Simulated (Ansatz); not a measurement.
**Property card for SrO**

Level of theory: DFT PBE, scalar-relativistic, plane waves, PAW in Ansatz 0.2.0.

Settings: cutoff 420 eV, Γ-centred mesh 9×9×4 on the computed 4-atom cell, Gaussian smearing of 0.02 eV; no spin polarisation.

The structure is relaxed at this level of theory with its symmetry kept. This form isn't the usual stable structure of the compound.

```cif
data_structure
_symmetry_space_group_name_H-M 'P6_3/mmc'
_symmetry_Int_Tables_number 194
_cell_length_a 3.5768
_cell_length_b 3.5768
_cell_length_c 6.2430
_cell_angle_alpha 90.000
_cell_angle_beta 90.000
_cell_angle_gamma 120.000
_cell_volume 69.17
loop_
_atom_site_label
_atom_site_type_symbol
_atom_site_symmetry_multiplicity
_atom_site_Wyckoff_symbol
_atom_site_fract_x
_atom_site_fract_y
_atom_site_fract_z
_atom_site_occupancy
Sr1 Sr 2 c 0.33333 0.66667 0.25000 1
O1 O 2 a 0.00000 0.00000 0.00000 1
```

| Item | Value |
| --- | --- |
| Space group | P6_3/mmc (No. 194) |
| Volume per atom | 116.7 bohr³ |
| Formation energy from the elements' standard states (uncorrected) | -2.629 eV/atom |
| Kohn–Sham band gap | 2.97 eV |
| Löwdin character of the top 1 eV of the valence band | O 2p 94 %, unprojected 4 % |
| Bader charges (e) | Sr (2 in the cell) 1.48, O (2 in the cell) -1.48 |

Cost: 1 run of about 0.5 core-minutes, on Arm Neoverse V1 (shared hosts).